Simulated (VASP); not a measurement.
# TiSi2 (Fddd) in VASP: a series of runs, part 2 of 2

VASP 6.6.1.

## Step 5: Relaxation of cell and atoms, PBE

The input, INCAR:

```
SYSTEM = TiSi2
  PREC = Accurate
  ENCUT = 680
  EDIFF = 1E-6
  ISMEAR = -1
  SIGMA = 0.05
  LREAL = .FALSE.
  LASPH = .TRUE.
  NELM = 80
  ALGO = Normal
  ISIF = 3
  LWAVE = .FALSE.
  LCHARG = .FALSE.
  GGA = PE
  IBRION = 2
  NSW = 60
  EDIFFG = -0.01
```

The input, KPOINTS:

```
regular mesh
0
G
  7 7 7
  0 0 0
```

The input, POSCAR:

```
TiSi2
1.0
    0.0000000000      4.1175163063      4.2628978354
    2.3895119538      0.0000000000      4.2628978354
    2.3895119538      4.1175163063      0.0000000000
Ti Si
2 4
Direct
    0.7500000000      0.7500000000      0.7500000000
    0.5000000000      0.5000000000      0.5000000000
    0.4125656100      0.0874343900      0.4125656100
    0.0874343900      0.4125656100      0.0874343900
    0.1625656100      0.8374343900      0.1625656100
    0.8374343900      0.1625656100      0.8374343900
```

Potentials or basis: VASP PAW PBE potentials, release 64 (Ti_sv_GW, Si_GW).

Started as:

```sh
$ cat potpaw_PBE.64/Ti_sv_GW/POTCAR potpaw_PBE.64/Si_GW/POTCAR > POTCAR
$ mpirun -np 1 vasp_std > vasp.out
```

Wall time 15 min (1 thread of Intel Xeon Platinum 8375C at 2.90GHz (Ice Lake), shared host); peak memory 0.47 GiB.

The run converged. Its results:

```
Free energy                            : -45.1437 eV
Relaxed volume                         : 14.14 Å³/atom
Relaxed cell                           : a = 5.946 Å, b = 4.914 Å, c = 4.769 Å, α = 75.76°, β = 53.22°, γ = 51.02°
Space group after relaxing (to 0.05 Å) : Fddd (No. 70)
Energy gained by relaxing              : 1.2 meV/atom
Ionic steps                            : 5
Pressure after relaxing                : 0.0 GPa
Largest force after relaxing           : 0.007 eV/Å
Band gap on the k mesh                 : none (metal or under the smearing width)
```

Forces on the atoms (eV/Å):
```
Ti   0.000  0.000  0.000
Ti   0.000  0.000  0.000
Si   0.000  0.007  0.000
Si   0.000 -0.007  0.000
Si   0.000  0.007  0.000
Si   0.000 -0.007  0.000
```

The path:
```
step  energy change (eV)  largest force (eV/Å)  pressure (GPa)  volume (Å³)
   1              0.0000                0.0206            1.87        83.88
   2             -0.0004                0.0036           -1.79        85.88
   3             -0.0073                0.0083           -0.03        84.89
   4             -0.0073                0.0081           -0.02        84.87
   5             -0.0073                0.0070            0.04        84.84
```

Final structure:
```xyz
6
Lattice="0.0000 4.1204 4.2874 2.4013 0.0000 4.2874 2.4013 4.1204 0.0000" Properties=species:S:1:pos:R:3 pbc="T T T"
Ti    3.6020    6.1806    6.4311
Ti    2.4013    4.1204    4.2874
Si    1.2007    3.4007    2.1437
Si    1.2007    0.7197    2.1437
Si    2.4013    1.3405    4.2874
Si    2.4013    6.9003    4.2874
```

Levels at points of the mesh, in eV from the Fermi level:
```
           k point  band 17  band 18  band 19  band 20  band 21  band 22  band 23  band 24
(0.00, 0.00, 0.00)    -2.26    -2.06    -1.78    -1.33    -0.90     2.04     3.08     3.27
```

## Step 6: Relaxation of cell and atoms, vdW-DF

The input, INCAR:

```
SYSTEM = TiSi2
  AGGAC = 0.0
  ALGO = Normal
  EDIFF = 1E-7
  EDIFFG = -0.01
  ENCUT = 600
  GGA = RE
  IBRION = 2
  ISIF = 3
  ISMEAR = -1
  LASPH = .True.
  LCHARG = .False.
  LREAL = .False.
  LUSE_VDW = .True.
  LWAVE = .False.
  NELM = 100
  NSW = 40
  PREC = Accurate
  SIGMA = 0.05
```

The input, KPOINTS:

```
k-points
0
Gamma
  7 7 7
  0 0 0
```

POSCAR is that of step 5.

Potentials or basis: VASP PAW PBE potentials, release 64 (Ti_sv, Si).

Started as:

```sh
$ cat potpaw_PBE.64/Ti_sv/POTCAR potpaw_PBE.64/Si/POTCAR > POTCAR
$ mpirun -np 1 vasp_std > vasp.out
```

Run time: 16 min. Hardware: 1 thread of Intel Xeon Platinum 8375C at 2.90GHz (Ice Lake), shared host; peak memory 0.74 GiB.

Results (log left out):

```
Free energy                            : -25.6745 eV
Relaxed volume                         : 14.78 Å³/atom
Relaxed cell                           : a = 6.030 Å, b = 4.966 Å, c = 4.859 Å, α = 75.71°, β = 52.94°, γ = 51.35°
Space group after relaxing (to 0.05 Å) : Fddd (No. 70)
Energy gained by relaxing              : 18.1 meV/atom
Ionic steps                            : 4
Pressure after relaxing                : 0.0 GPa
Band gap on the k mesh                 : none (metal or under the smearing width)
```

Forces in eV/Å, atoms in the order of the input:
```
Ti   0.000  0.000  0.000
Ti   0.000  0.000  0.000
Si   0.000  0.002  0.000
Si   0.000 -0.002  0.000
Si   0.000  0.002  0.000
Si   0.000 -0.002  0.000
```

Stress tensor (GPa, compression positive):
```
 0.07  0.00  0.00
 0.00 -0.08  0.00
 0.00  0.00 -0.03
```

The path:
```tsv
step	energy change (eV)	largest force (eV/Å)	pressure (GPa)	volume (Å³)
1	0.0000	0.0127	7.66	83.88
2	-0.0471	0.0246	-4.73	92.26
3	-0.1058	0.0113	0.02	88.52
4	-0.1085	0.0021	-0.01	88.69
```

Final structure:
```xyz
6
Lattice="0.0000 4.2019 4.3245 2.4403 0.0000 4.3245 2.4403 4.2019 0.0000" Properties=species:S:1:pos:R:3 pbc="T T T"
Ti    3.6605    6.3029    6.4868
Ti    2.4403    4.2019    4.3245
Si    1.2202    3.4670    2.1623
Si    1.2202    0.7349    2.1623
Si    2.4403    1.3660    4.3245
Si    2.4403    7.0378    4.3245
```

Levels at points of the mesh, in eV from the Fermi level:
```
           k point  band 16  band 17  band 18  band 19  band 20  band 21  band 22  band 23  band 24
(0.00, 0.00, 0.00)    -2.38    -2.10    -2.07    -1.74    -1.26    -0.84     1.92     2.86     2.92
```

Caveat: the PAW data sets were made with another functional, which shifts forces and pressure a little.

## Step 7: The reference run

An earlier run on the cell as given: functional PBEsol; potentials or basis VASP PAW PBE potentials, release 64 (Ti_sv, Si); cutoff 520 eV; k mesh 7 × 7 × 7; occupations fermi-dirac, width 0.05 eV; no spin polarisation.

- Pressure: -1.8 GPa
- Largest force: 0.049 eV/Å
- Band gap on the k mesh: none (metal or under the smearing width)

## Step 8: Overview

```tsv
task	level	potentials or basis	cell	k mesh	cutoff (eV)	smearing	ladder	other keys	gap on the mesh (eV)	pressure (GPa)	relaxed volume (Å³/atom)	largest force (eV/Å)
relaxation of cell and atoms	LDA	VASP PAW LDA potentials, release 64 (Ti_sv, Si)	relaxed	5 × 5 × 5	600	tetrahedron	-	ISYM = 1; ADDGRID = yes; ISMEAR = -5; SIGMA = 0.2	none	0.0	13.51	-
relaxation of cell and atoms	PBE	VASP PAW PBE potentials, release 64 (Ti, Si)	relaxed	7 × 7 × 7	580	fermi-dirac 0.05 eV	-	-	none	0.0	14.14	0.01
relaxation of cell and atoms	PBE	VASP PAW PBE potentials, release 64 (Ti_pv, Si)	relaxed	7 × 7 × 7	600	fermi-dirac 0.05 eV	-	-	none	0.0	14.17	0.01
relaxation of cell and atoms	PBE	VASP PAW PBE potentials, release 64 (Ti_sv_GW, Si_GW)	relaxed	7 × 7 × 7	680	fermi-dirac 0.05 eV	-	-	none	0.0	14.14	0.01
relaxation of cell and atoms	vdW-DF	VASP PAW PBE potentials, release 64 (Ti_sv, Si)	relaxed	7 × 7 × 7	600	fermi-dirac 0.05 eV	-	-	none	0.0	14.78	-
single point	PBEsol	VASP PAW PBE potentials, release 64 (Ti_sv, Si)	as given	7 × 7 × 7	520	fermi-dirac 0.05 eV	free	-	none	-1.8	-	0.05
```

Alike in all rows: no spin polarisation.

Caveats: the PAW data sets were made with another functional, which shifts forces and pressure a little (some runs).

Absolute energies hang on the potentials; compare differences alone.
